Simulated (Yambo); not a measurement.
Input of a Yambo 5.3.0 run:

File g0w05.in:

```
gw0
dyson
el_el_corr
rim_cut
HF_and_locXC
ppa
em1d
RandQpts= 1000000
RandGvec= 50 RL
EXXRLvcs= 104 Ry
VXCRLvcs= 104 Ry
Chimod= "HARTREE"
% BndsRnXp
 1 | 223 |
%
NGsBlkXp= 12 Ry
% LongDrXp
 1 | 1 | 1 |
%
PPAPntXp= 27.21138 eV
% GbndRnge
 1 | 53 |
%
GTermKind= "BG"
DysSolver= "n"
ExtendOut
% QPkrange
 1 | 1 | 23 | 25 |
 3 | 3 | 23 | 25 |
%
```

Contents of scf.in:

```
&CONTROL
  calculation = 'scf'
  prefix = 'pwscf'
  outdir = './tmp'
  pseudo_dir = './pseudo'
/
&SYSTEM
  ibrav = 0
  nat = 2
  ntyp = 2
  ecutwfc = 104
  nbnd = 32
  occupations = 'smearing'
  smearing = 'fd'
  degauss = 0.00367493
  force_symmorphic = .true.
/
&ELECTRONS
  conv_thr = 4d-10
  electron_maxstep = 120
  mixing_beta = 0.5
/
ATOMIC_SPECIES
Pb   207.2000 Pb.upf
Se    78.9710 Se.upf
CELL_PARAMETERS angstrom
   0.0000000000    3.0606500000    3.0606500000
   3.0606500000    0.0000000000    3.0606500000
   3.0606500000    3.0606500000    0.0000000000
ATOMIC_POSITIONS crystal
Pb     0.0000000000    0.0000000000    0.0000000000
Se     0.5000000000    0.5000000000    0.5000000000
K_POINTS automatic
8 8 8 0 0 0
```

File nscf.in:

```
&CONTROL
  calculation = 'nscf'
  prefix = 'pwscf'
  outdir = './tmp'
  pseudo_dir = './pseudo'
/
&SYSTEM
  ibrav = 0
  nat = 2
  ntyp = 2
  ecutwfc = 104
  nbnd = 223
  occupations = 'fixed'
  force_symmorphic = .true.
/
&ELECTRONS
  conv_thr = 1d-08
  diago_full_acc = .true.
  diago_thr_init = 1d-06
/
ATOMIC_SPECIES
Pb   207.2000 Pb.upf
Se    78.9710 Se.upf
CELL_PARAMETERS angstrom
   0.0000000000    3.0606500000    3.0606500000
   3.0606500000    0.0000000000    3.0606500000
   3.0606500000    3.0606500000    0.0000000000
ATOMIC_POSITIONS crystal
Pb     0.0000000000    0.0000000000    0.0000000000
Se     0.5000000000    0.5000000000    0.5000000000
K_POINTS automatic
4 4 4 0 0 0
```

Potentials or basis: PseudoDojo 0.4 SR PBE stringent.

The run is started by

```bash
$ OMP_NUM_THREADS=1 pw.x -in scf.in > scf.out
$ OMP_NUM_THREADS=1 pw.x -in nscf.in > nscf.out
$ cd tmp/pwscf.save; p2y; mv SAVE ../..; cd ../..
$ OMP_NUM_THREADS=1 yambo
$ mkdir -p g0w05; ln -s $PWD/g0w00/ndb.pp* g0w05/
$ mkdir -p g0w05; ln -s $PWD/g0w00/ndb.RIM g0w05/
$ OMP_NUM_THREADS=1 yambo -F g0w05.in -J g0w05 -C g0w05_out
```

Question: Estimate the quasiparticle gap.

Answer: 0.42 eV.

Question: Estimate the least direct quasiparticle gap.

Answer: 0.42 eV.

Question: Estimate the band gap of the same states before the correction.

Answer: 0.30 eV.

Quasiparticle terms (eV):
| k point | band | Kohn-Sham level | Vxc | Σx | Σc | Z | result |
| --- | --- | --- | --- | --- | --- | --- | --- |
| (0.000, 0.000, 0.000) | 23 | -1.88 | -13.34 | -15.93 | 1.77 | 0.78 | -2.52 |
| (0.000, 0.000, 0.000) | 24 | 4.71 | -12.00 | -7.29 | -4.79 | 0.79 | 4.65 |
| (0.000, 0.000, 0.000) | 25 | 4.71 | -12.00 | -7.29 | -4.79 | 0.79 | 4.65 |
| (0.000, 0.000, -0.500) | 23 | 0.00 | -14.41 | -15.44 | 0.50 | 0.80 | -0.43 |
| (0.000, 0.000, -0.500) | 24 | 0.30 | -10.39 | -7.36 | -3.40 | 0.81 | 0.00 |
| (0.000, 0.000, -0.500) | 25 | 1.70 | -10.79 | -7.43 | -3.64 | 0.81 | 1.47 |

Caveat: the k mesh is coarse (spacing up to 0.44 Å⁻¹), so the values aren't converged; this version prints the column dSc/dw multiplied by 27.2; the terminator is approximate in this version, by hundredths of an eV; spin-orbit coupling is left out, which as a rule narrows the gap of such compounds by several tenths of an eV. A k mesh can miss the band edges.
